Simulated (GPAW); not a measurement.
# Ti (Fm-3m) in GPAW: convergence with k mesh

Aim: find how far k mesh must go before the results for Ti settle, at revPBE. This setting moves, with any that are tied to it; all else stays.

All numbers are computed with GPAW 26.7.0; they aren't measurements. Logs are shortened: lines on timing, memory, paths and dates and some standing lists are left out, and cuts for length are marked. The log counts tension as positive stress, the text compression.

### Step 1. The crystal as given

It takes space group Fm-3m (No. 225, cubic). Conventional cell: a = 4.060 Å, b = 4.060 Å, c = 4.060 Å, α = 90.00°, β = 90.00°, γ = 90.00°. Ti (site symmetry m-3m) has 12 Ti at 2.87 Å as nearest neighbours.

This isn't the form of Ti at room conditions, which is hcp.

### Step 2. With k mesh 3 × 3 × 3

Contents of run.py:

```python
import json
import numpy as np
from ase import Atoms
from ase.dft.bandgap import bandgap
from ase.io import write
from ase.units import GPa
from gpaw import GPAW, PW

atoms = Atoms(['Ti'],
              cell=[[0.0, 2.03, 2.03],
                    [2.03, 0.0, 2.03],
                    [2.03, 2.03, 0.0]],
              scaled_positions=[[0.0, 0.0, 0.0]],
              pbc=True)

calc = GPAW(mode=PW(450),
            xc='revPBE',
            kpts={'size': (3, 3, 3), 'gamma': True},
            occupations={'name': 'fermi-dirac', 'width': 0.05},
            nbands=14,
            convergence={'density': 1e-05, 'energy': 1e-05},
            maxiter=150,
            txt='gpaw.txt')
atoms.calc = calc
energy = atoms.get_potential_energy()
forces = atoms.get_forces()
stress = atoms.get_stress()
calc.write('gs.gpw')
write('result.traj', atoms)
print(f'Energy: {energy:.6f} eV')
print('Forces (eV/A):')
print(forces.round(4))
print('Stress (GPa):', (stress / GPa).round(3))
print('Fermi level:', round(calc.get_fermi_level(), 4), 'eV')
print(f'Gap: {bandgap(calc)[0]:.4f} eV, direct: {bandgap(calc, direct=True)[0]:.4f} eV')

size = (6, 6, 6)
dense = calc.fixed_density(kpts={'size': size, 'gamma': True}, update_fermi_level=True,
                           convergence={'bands': 'CBM+2.0', 'eigenstates': 1e-7}, txt='dense.txt')
ef = dense.get_fermi_level()
index = np.round(dense.get_bz_k_points() * size).astype(int) % size
recip = 2 * np.pi * atoms.cell.reciprocal()
sheets = []
for s, e_kn in enumerate(dense.eigenvalues()):
    for n in range(e_kn.shape[1] - 2):
        if e_kn[:, n].min() < ef < e_kn[:, n].max():
            e = np.empty(size)
            e[tuple(index.T)] = e_kn[dense.get_bz_to_ibz_map(), n] - ef
            de = np.array([(np.roll(e, -1, c) - np.roll(e, 1, c)) * size[c] / 2 for c in range(3)])
            v = np.linalg.norm(np.einsum('vc,cxyz->vxyz', np.linalg.inv(recip), de), axis=0)
            w = np.exp(-(e / 0.1)**2) / (0.1 * np.pi**0.5)
            sheets.append({'spin': s, 'band': n, 'filled': (e < 0).mean(), 'dos': w.mean(), 'bottom': e.min(), 'top': e.max(),
                           'velocity': (w * v).sum() / w.sum() * 1.519267e5, 'slice': e[:, :, 0].round(3).tolist()})
            print(f'spin {s} band {n}: filled share {sheets[-1]["filled"]:.3f}, from {e.min():.3f} to {e.max():.3f} eV,',
                  f'{w.mean():.3f} states/eV, mean velocity {sheets[-1]["velocity"]:.3e} m/s')
print('Fermi level on the dense mesh:', round(ef, 4), 'eV,', len(sheets), 'sheets')
json.dump({'ef': ef, 'sheets': sheets}, open('fermi.json', 'w'))
```

Potentials or basis: the program's PAW data sets (release 1.2.1) made for this functional, pw.

Run with:

```sh
$ OMP_NUM_THREADS=1 python run.py
```

gpaw.txt:

```text
__  _  _
 | _ |_)|_||  |
 |__||  | ||/\| - 26.7.0

Input parameters:
  mode=PW(ecut=450.00000000000006),
  convergence={'density': 1e-05, 'energy': 1e-05},
  kpts=MonkhorstPack(size=(3, 3, 3), gamma=True),
  maxiter=150,
  nbands=14,
  occupations=Occupations(name='fermi-dirac', width=0.05),
  xc=XC(name='revPBE')

Diagonalizing LCAO Hamiltonian
Converting LCAO to pw mode

       Ti

Atoms  # Å, Bohr magnetons
|   | symbol |        x |        y |        z |    initial magnetic moments |
|---|--------|----------|----------|----------|-----------------------------|
| 0 |     Ti | 0.000000 | 0.000000 | 0.000000 | ( 0.0000,  0.0000,  0.0000) |

Unit cell  # Å
| periodic |        x |        y |        z |  lengths |    angles |
|----------|----------|----------|----------|----------|-----------|
|      yes | 0.000000 | 2.030000 | 2.030000 | 2.870854 | 60.000000 |
|      yes | 2.030000 | 0.000000 | 2.030000 | 2.870854 | 60.000000 |
|      yes | 2.030000 | 2.030000 | 0.000000 | 2.870854 | 60.000000 |

Number of symmetries: 48
Symmetry operations  # r_c * U_cc + t_c -> r_c
|    | kind |            matrix            |
|----|------|------------------------------|
|  0 |  σ   |  1, 0, 0,  1, 0,-1,  1,-1, 0 |
|  1 |  C2  |  1, 0, 0,  1,-1, 0,  1, 0,-1 |
|  2 |  E   |  1, 0, 0,  0, 1, 0,  0, 0, 1 |
|  3 |  σ   |  1, 0, 0,  0, 0, 1,  0, 1, 0 |
|  4 |  C4  |  1, 0,-1,  1, 0, 0,  1,-1, 0 |
|  5 |  S6  |  1, 0,-1,  1,-1, 0,  1, 0, 0 |
|  6 |  σ   |  1, 0,-1,  0, 1,-1,  0, 0,-1 |
|  7 |  C3  |  1, 0,-1,  0, 0,-1,  0, 1,-1 |
|  8 |  S6  |  1,-1, 0,  1, 0, 0,  1, 0,-1 |
|  9 |  C4  |  1,-1, 0,  1, 0,-1,  1, 0, 0 |
| 10 |  C3  |  1,-1, 0,  0,-1, 1,  0,-1, 0 |
| 11 |  σ   |  1,-1, 0,  0,-1, 0,  0,-1, 1 |
| 12 |  σ   |  0, 1, 0,  1, 0, 0,  0, 0, 1 |
| 13 |  C4  |  0, 1, 0,  0, 1,-1, -1, 1, 0 |
| 14 |  C3  |  0, 1, 0,  0, 0, 1,  1, 0, 0 |
| 15 |  S6  |  0, 1, 0, -1, 1, 0,  0, 1,-1 |
| 16 |  C2  |  0, 1,-1,  1, 0,-1,  0, 0,-1 |
| 17 |  σ   |  0, 1,-1,  0, 1, 0, -1, 1, 0 |
| 18 |  S4  |  0, 1,-1,  0, 0,-1,  1, 0,-1 |
| 19 |  C4  |  0, 1,-1, -1, 1, 0,  0, 1, 0 |
| 20 |  C3  |  0, 0, 1,  1, 0, 0,  0, 1, 0 |
| 21 |  σ   |  0, 0, 1,  0, 1, 0,  1, 0, 0 |
| 22 |  S6  |  0, 0, 1,  0,-1, 1, -1, 0, 1 |
[... 95 lines left out ...]
  niter=2

density mixing:
  MSR1-Mixer
  Pratt-step length: 0.05
  Maximum mixing coefficient: 0.75
  Old densities: 10
  SVD Regularization: 0.005
  Good broyden scale: 1.0
  Trust region scale: 1.0
  Backstep threshold: 4.0
  History deletion threshold: 6.0
  Fourier metric: weight=20.0, sigma=0.015

occupation numbers:
  Fermi-Dirac:
    width: 0.0500  # eV

poisson solver:
  ecut: 3600.0000000000005  # eV

xc functional:
  name: revPBE with 2 nearest neighbor stencil

convergence criteria:
[... 6 lines left out ...]
|iter     | |      energy | eigst |  dens |
|---------|-|-------------|-------|-------|
|iter:   1| |   -6.440140 | -0.24 |       |
|iter:   2| |   -6.385594 | -3.19 | -1.24 |
|iter:   3| |   -6.190171 | -1.97 | -1.29 |
|iter:   4| |   -6.193078 | -3.84 | -1.98 |
|iter:   5| |   -6.194158 | -4.06 | -2.30 |
|iter:   6| |   -6.194174 | -6.23 | -3.60 |
|iter:   7| |   -6.194183c| -7.13 | -3.95 |
|iter:   8| |   -6.194182c| -7.72c| -4.92 |
|iter:   9| |   -6.194182c| -8.37c| -5.47c|

Converged in 9 steps
Energy contributions relative to reference atoms: (reference = -23227.461611)

Energy contributions:
  Kinetic:           8.222446
  Coulomb:          -7.565678
  Zero:             -0.004034
  External:          0.000000
  Xc:               -6.829065
  Entropy:          -0.035701
  Spinorbit:         0.000000
  ----------------------------
  Free energy:      -6.212033
  Extrapolated:     -6.194182

dipole moment: (-12.914243, -12.914243, -12.914243)  # |e|*Ang

Fermi level: 8.966
Eigenvalues  # (at kpt = [0.000, 0.000, 0.000])
| band index |      eig [eV] | occ [0-2] |
|------------|---------------|-----------|
|          0 |       -47.888 |     2.000 |
|          1 |       -23.670 |     2.000 |
|          2 |       -23.670 |     2.000 |
|          3 |       -23.670 |     2.000 |
|          4 |         2.758 |     2.000 |
|          5 |         9.770 |     0.000 |
|          6 |         9.770 |     0.000 |
|          7 |         9.770 |     0.000 |
|          8 |        11.489 |     0.000 |
|          9 |        11.489 |     0.000 |
|         10 |        24.346 |     0.000 |
|         11 |        29.083 |     0.000 |
|         12 |        29.083 |     0.000 |
|         13 |        29.083 |     0.000 |

No gap
No difference between direct/indirect transitions

Forces  # eV/Ang
|       x |       y |       z |
|---------|---------|---------|
| 0.00000 | 0.00000 | 0.00000 |  # Ti   0

Stress tensor  # eV/Ang^3
|         x |         y |         z |
|-----------|-----------|-----------|
| -0.044516 |  0.000000 |  0.000000 |
|  0.000000 | -0.044516 |  0.000000 |
|  0.000000 |  0.000000 | -0.044516 |

# Writing to gs.gpw (mode='')
```

stdout:

```text
Energy: -6.194182 eV
Forces (eV/A):
[[0. 0. 0.]]
Stress (GPa): [-7.132 -7.132 -7.132  0.     0.     0.   ]
Fermi level: 8.9663 eV
Gap: 0.0000 eV, direct: 0.0000 eV
spin 0 band 5: filled share 0.875, from -1.790 to 0.912 eV, 0.362 states/eV, mean velocity 1.363e+05 m/s
spin 0 band 6: filled share 0.111, from -0.057 to 3.020 eV, 0.945 states/eV, mean velocity 1.373e+05 m/s
Fermi level on the dense mesh: 8.8587 eV, 2 sheets
```

dense.txt:

```text
Diagonalizing LCAO Hamiltonian
Converting LCAO to pw mode
convergence criteria:
- Maximum integral of absolute [eigenst]ate change: 1e-07 eV^2 / valence electron
maximum number of iterations: 150

SCF iterations
|iter     | |      energy | eigst |  dens |
|---------|-|-------------|-------|-------|
|iter:   1| |             | -0.25 |       |
|iter:   2| |             | -3.06 |       |
|iter:   3| |             | -4.98 |       |
|iter:   4| |             | -7.18c|       |
SCF steps: 4
  __  _  _
 | _ |_)|_||  |
 |__||  | ||/\| - 26.7.0

Input parameters:
  mode=PW(ecut=450.00000000000006),
  convergence={'bands': 'CBM+2.0', 'eigenstates': 1e-07},
  gpts=array([15, 15, 15]),
  kpts=MonkhorstPack(size=(6, 6, 6), gamma=True),
  maxiter=150,
  nbands=14,
  occupations=Occupations(name='fermi-dirac', width=0.05),
  xc=XC(name='revPBE')
```

It took 3.2 s on 1 thread of Arm Neoverse V2, shared host; peak memory 0.12 GiB.

Results:

* Free energy: -6.2120 eV
* Pressure: 7.1 GPa
* Band gap on the k mesh: none (metal or under the smearing width)

### Step 3. With k mesh 4 × 4 × 4

Changes to run.py since step 2:

```diff
@@ -17,3 +17,3 @@
             xc='revPBE',
-            kpts={'size': (3, 3, 3), 'gamma': True},
+            kpts={'size': (4, 4, 4), 'gamma': True},
             occupations={'name': 'fermi-dirac', 'width': 0.05},
```

Potentials or basis: the program's PAW data sets (release 1.2.1) made for this functional, pw.

Run with:

```sh
$ OMP_NUM_THREADS=1 python run.py
```

It took 3.2 s on 1 thread of Arm Neoverse V2, shared host; peak memory 0.13 GiB.

Results:

```
Free energy            : -6.2192 eV
Pressure               : 6.4 GPa
Band gap on the k mesh : none (metal or under the smearing width)
```

### Step 4. With k mesh 5 × 5 × 5

Changes to run.py since step 3:

```diff
@@ -17,3 +17,3 @@
             xc='revPBE',
-            kpts={'size': (4, 4, 4), 'gamma': True},
+            kpts={'size': (5, 5, 5), 'gamma': True},
             occupations={'name': 'fermi-dirac', 'width': 0.05},
@@ -36,3 +36,3 @@
 
-size = (6, 6, 6)
+size = (8, 8, 8)
 dense = calc.fixed_density(kpts={'size': size, 'gamma': True}, update_fermi_level=True,
```

Run with:

```sh
$ OMP_NUM_THREADS=1 python run.py
```

It took 4.1 s on 1 thread of Arm Neoverse V2, shared host; peak memory 0.13 GiB.

It converged, with:

* Free energy: -6.2619 eV
* Pressure: 5.9 GPa
* Band gap on the k mesh: none (metal or under the smearing width)

### Step 5. With k mesh 7 × 7 × 7

Changes to run.py since step 4:

```diff
@@ -17,3 +17,3 @@
             xc='revPBE',
-            kpts={'size': (5, 5, 5), 'gamma': True},
+            kpts={'size': (7, 7, 7), 'gamma': True},
             occupations={'name': 'fermi-dirac', 'width': 0.05},
@@ -36,3 +36,3 @@
 
-size = (8, 8, 8)
+size = (12, 12, 12)
 dense = calc.fixed_density(kpts={'size': size, 'gamma': True}, update_fermi_level=True,
```

Run with:

```sh
$ OMP_NUM_THREADS=1 python run.py
```

Run time: 6.7 s. Hardware: 1 thread of Arm Neoverse V2, shared host; peak memory 0.14 GiB.

It converged, with:

```yaml
Free_energy: -6.2367 eV
Pressure: 6.8 GPa
Band_gap_on_the_k_mesh: none (metal or under the smearing width)
```

### Step 6. With k mesh 9 × 9 × 9

Changes to run.py since step 5:

```diff
@@ -17,3 +17,3 @@
             xc='revPBE',
-            kpts={'size': (7, 7, 7), 'gamma': True},
+            kpts={'size': (9, 9, 9), 'gamma': True},
             occupations={'name': 'fermi-dirac', 'width': 0.05},
@@ -36,3 +36,3 @@
 
-size = (12, 12, 12)
+size = (14, 14, 14)
 dense = calc.fixed_density(kpts={'size': size, 'gamma': True}, update_fermi_level=True,
```

Potentials or basis: the program's PAW data sets (release 1.2.1) made for this functional, pw.

Run with:

```sh
$ OMP_NUM_THREADS=1 python run.py
```

Wall time 9.4 s (1 thread of Arm Neoverse V2, shared host); peak memory 0.14 GiB.

It converged, with:

```
Free energy            : -6.2384 eV
Pressure               : 6.9 GPa
Band gap on the k mesh : none (metal or under the smearing width)
```

### Step 7. With k mesh 10 × 10 × 10

Changes to run.py since step 6:

```diff
@@ -17,3 +17,3 @@
             xc='revPBE',
-            kpts={'size': (9, 9, 9), 'gamma': True},
+            kpts={'size': (10, 10, 10), 'gamma': True},
             occupations={'name': 'fermi-dirac', 'width': 0.05},
@@ -36,3 +36,3 @@
 
-size = (14, 14, 14)
+size = (16, 16, 16)
 dense = calc.fixed_density(kpts={'size': size, 'gamma': True}, update_fermi_level=True,
```

Run with:

```sh
$ OMP_NUM_THREADS=1 python run.py
```

It took 12 s on 1 thread of Arm Neoverse V2, shared host; peak memory 0.15 GiB.

The run converged. Its results:

| Quantity | Value |
| --- | --- |
| Free energy | -6.2398 eV |
| Pressure | 6.4 GPa |
| Band gap on the k mesh | none (metal or under the smearing width) |

### Step 8. With k mesh 12 × 12 × 12

Changes to run.py since step 7:

```diff
@@ -17,3 +17,3 @@
             xc='revPBE',
-            kpts={'size': (10, 10, 10), 'gamma': True},
+            kpts={'size': (12, 12, 12), 'gamma': True},
             occupations={'name': 'fermi-dirac', 'width': 0.05},
@@ -36,3 +36,3 @@
 
-size = (16, 16, 16)
+size = (18, 18, 18)
 dense = calc.fixed_density(kpts={'size': size, 'gamma': True}, update_fermi_level=True,
```

Run with:

```sh
$ OMP_NUM_THREADS=1 python run.py
```

Wall time 16 s (1 thread of Arm Neoverse V2, shared host); peak memory 0.17 GiB.

The run converged. Its results:

| Quantity | Value |
| --- | --- |
| Free energy | -6.2396 eV |
| Pressure | 6.6 GPa |
| Band gap on the k mesh | none (metal or under the smearing width) |

### Step 9. Result

| k mesh | energy less the tightest run, at zero smearing (meV/atom) | pressure (GPa) | SCF cycles | CPU time (s) | peak memory (GiB) |
| --- | --- | --- | --- | --- | --- |
| 3 × 3 × 3 | 37.86 | 7.13 | 9 | 3.2 | 0.12 |
| 4 × 4 × 4 | 21.76 | 6.39 | 8 | 3.2 | 0.13 |
| 5 × 5 × 5 | -22.92 | 5.94 | 8 | 4.1 | 0.13 |
| 7 × 7 × 7 | 4.71 | 6.84 | 8 | 6.7 | 0.14 |
| 9 × 9 × 9 | 1.44 | 6.85 | 9 | 9.4 | 0.14 |
| 10 × 10 × 10 | -1.56 | 6.44 | 8 | 12 | 0.15 |
| 12 × 12 × 12 | 0.00 | 6.62 | 8 | 16 | 0.17 |

Not settled before the last step: the energy (to 1 meV/atom), the pressure (to 0.1 GPa). Meshes of other sizes hit other points, so gaps and Fermi surfaces needn't settle smoothly. The tightest run that finished is the yardstick and may itself not be fully converged.

Caveats: the cutoff is short for stress and forces, so pressures can be off by a GPa or more.
